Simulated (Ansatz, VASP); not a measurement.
## One calculation of C, two programs

File INCAR:

```
  PREC = Accurate
  ENCUT = 520
  EDIFF = 1E-6
  ISMEAR = 0
  SIGMA = 0.1
  LREAL = False
  LASPH = True
  NELM = 100
  ALGO = Normal
  ISIF = 2
  LWAVE = False
  LCHARG = False
  LDIPOL = True
  IDIPOL = 3
  DIPOL = 0.5 0.5 0.500
  GGA = PE
  IVDW = 12
  IBRION = 2
  NSW = 60
  EDIFFG = -0.01
```

KPOINTS

```
Automatic mesh
0
Gamma
  21 21 1
```

POSCAR

```
C
1.0
    2.5150333388      0.0000000000      0.0000000000
   -1.2575166694      2.1353752576      0.0000000000
    0.0000000000      0.0000000000     28.0000000000
C
2
Direct
    0.3333333333      0.6666666667      0.5000000000
    0.6666666667      0.3333333333      0.5000000000
```

Input for Ansatz:

```yaml
crystal:
  lattice:
    - [2.5150333388, 0.0, 0.0]
    - [-1.2575166694, 2.1353752576, 0.0]
    - [0.0, 0.0, 28.0]
  atoms:
    - { symbol: C, position: [0.3333333333, 0.6666666667, 0.5] }
    - { symbol: C, position: [0.6666666667, 0.3333333333, 0.5] }
  periodic: [true, true, false]
basis:
  ecutwfc: 420
kpoints:
  mp_grid: { grid: [21, 21, 1] }
  band_path:
    path:
      - [0, 0, 0]
      - [0.5, 0, 0]
      - [0.333333333333, 0.333333333333, 0]
      - [0, 0, 0]
    npoints: 8
hamiltonian:
  xc: pbe
  dispersion: d3bj
scf:
  occupations: { method: gaussian, width: 0.1 }
output:
  forces: true
  stress: true
  eigenvalues: true
relax:
  adjacent_minimum: "off"
  f_tol: 0.01
  max_steps: 40
```

Change from the starting cell: strain along x +0.020, atoms relaxed.

Alike in both runs: task relaxation of the atoms; functional PBE; dispersion D3(BJ); k mesh 21 × 21 × 1; occupations gaussian, width 0.1 eV; no spin polarisation.

|  | VASP | Ansatz |
| --- | --- | --- |
| version | VASP 6.6.1 | Ansatz 0.2.0 |
| potentials or method | VASP PAW PBE potentials, release 64 (C) | scalar-relativistic, plane waves, PAW |
| plane-wave cutoff (eV) | 520 | 420 |
| valence electrons in the cell | 8 | 8 |

|  | VASP | Ansatz | Ansatz less VASP |
| --- | --- | --- | --- |
| gap on the k mesh at the Fermi level, each at its own relaxed structure (eV) | 0.21 | 0.21 | +0.001 |

Ansatz warned: «stress_scf_threshold_loose».
